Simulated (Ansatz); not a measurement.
The cell is Te (P3_121) from a database structure; cell and atoms were relaxed with r2SCAN+rVV10. The symmetry is P3_121 (No. 152, trigonal); a = 4.471 Å, c = 5.949 Å in the conventional setting, 34.33 Å³ an atom. Te has 2 Te at 2.85 Å.

```yaml
crystal:
  lattice:
    - [4.47126, 0.00000, 0.00000]
    - [-2.23563, 3.87222, 0.00000]
    - [0.00000, 0.00000, 5.94875]
  atoms:
    - { symbol: Te, position: [0.26419, 0.00000, 0.33333] }
    - { symbol: Te, position: [0.00000, 0.26419, 0.66667] }
    - { symbol: Te, position: [0.73581, 0.73581, 0.00000] }
```

The questions ask for values computed with Ansatz on this geometry. Calculated for a static, non-magnetic cell.

Given (6×6×4 mesh): r2SCAN gives an indirect gap of 0.33 eV, from H–K (0.06 of the way from H) to H; the least direct gap is 0.36 eV at H.

(1) What does PBE+SOC give for the gap (6×6×4 mesh)?

(2) Estimate the gap with r2SCANh on 6×6×4.

(3) How strongly does the crystal screen a field with clamped ions (PBE)?

(4) What fraction of exact exchange does the dielectric-dependent hybrid take (1/ε∞ of PBE, averaged over directions)?

Results:

(1) PBE+SOC gives no gap: the lowest nominally empty band dips 0.01 eV below the top of the last filled one (its bottom at H, the top at H–K (0.06 of the way from H)), so the cell is a metal or semimetal at this level.

(2) r2SCANh gives an indirect gap of 0.68 eV, from H–K (0.06 of the way from H) to H; the least direct gap is 0.71 eV at H. The gap differs by +0.35 eV from r2SCAN's.

(3) The clamped-ion dielectric constant comes out as 33.91 along x and y, 53.19 along z. Born charges, averaged over directions: Te 0.00 e.

(4) 0.025.

Only the levels marked +SOC include spin-orbit coupling.

Where an edge lies off the special points, it is a point of the mesh or the k point where a search put PBE's edge or least direct gap, reused for the other functionals, whose own edges may lie a little apart.

The meshes of the hybrids are coarse, so their gaps aren't converged to the digits shown.

PBE's own run along the path (0.17 eV) came before the search for the edges and missed one, so it isn't listed. Set aside, since their points miss a band edge that the other levels read or their mesh is too coarse: HSE06+SOC. Gaps under 0.1 eV (LDA) can't be told from a closed one: the bands may be in normal order or already inverted, which a gap's size doesn't show.
